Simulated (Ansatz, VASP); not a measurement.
**AlN: VASP beside Ansatz**

```
CELL_PARAMETERS angstrom
6.25951 0.00000 0.00000
-3.12976 5.42090 0.00000
0.00000 0.00000 5.01740
ATOMIC_POSITIONS crystal
Al 0.33333 0.16667 0.49924
Al 0.16667 0.33333 0.99924
Al 0.33333 0.66667 0.49924
Al 0.16667 0.83333 0.99924
Al 0.83333 0.16667 0.49924
Al 0.66667 0.33333 0.99924
Al 0.83333 0.66667 0.49924
Al 0.66667 0.83333 0.99924
N 0.33333 0.16667 0.88076
N 0.16667 0.33333 0.38076
N 0.33333 0.66667 0.88076
N 0.16667 0.83333 0.38076
N 0.83333 0.16667 0.88076
N 0.66667 0.33333 0.38076
N 0.83333 0.66667 0.88076
N 0.66667 0.83333 0.38076
```

The cell is a database's computed one.

Alike in both runs: task single point; functional PBE; k mesh 2 × 2 × 3; occupations fermi-dirac, width 0.01 eV; no spin polarisation.

```csv
,VASP,Ansatz
version,VASP 6.6.1,Ansatz 0.2.0
potentials or method,"VASP PAW PBE potentials, release 64 (Al, N)",plane-wave PAW DFT
plane-wave cutoff (eV),520,420
valence electrons in the cell,64,64
```

VASP gave:

* gap on the k mesh at the Fermi level (eV): 4.04
* rms of the force components (eV/Å): 0.007

**Question.** Which values does Ansatz return?

**Answer.** gap on the k mesh at the Fermi level (eV): 4.03; rms of the force components (eV/Å): 0.009.

The functional is the same, so the differences come from potentials, cutoffs and numerics.

Caveats: the k mesh is coarse (spacing up to 0.58 Å⁻¹), so the values aren't converged. Expect the measured gap to be larger: semilocal functionals such as PBE lack the derivative discontinuity.
